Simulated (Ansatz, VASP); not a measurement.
Two plane-wave programs on Nb

```
Nb
1.0
    -1.65480    1.65480    1.65480
     1.65480   -1.65480    1.65480
     1.65480    1.65480   -1.65480
Nb
1
Direct
  0.00000 0.00000 0.00000
```

Alike in both runs: task single point; functional PBE; k mesh 13 × 13 × 13; occupations fermi-dirac, width 0.03 eV; no spin polarisation.

|  | VASP | Ansatz |
| --- | --- | --- |
| version | VASP 6.6.1 | Ansatz 0.2.0 |
| potentials or method | VASP PAW PBE potentials, release 64 (Nb_sv) | plane waves (420 eV) with PAW, scalar-relativistic |
| plane-wave cutoff (eV) | 520 | 420 |
| valence electrons in the cell | 13 | 13 |

|  | VASP | Ansatz | Ansatz less VASP |
| --- | --- | --- | --- |
| pressure (GPa) | -0.8 | -0.5 | +0.32 |
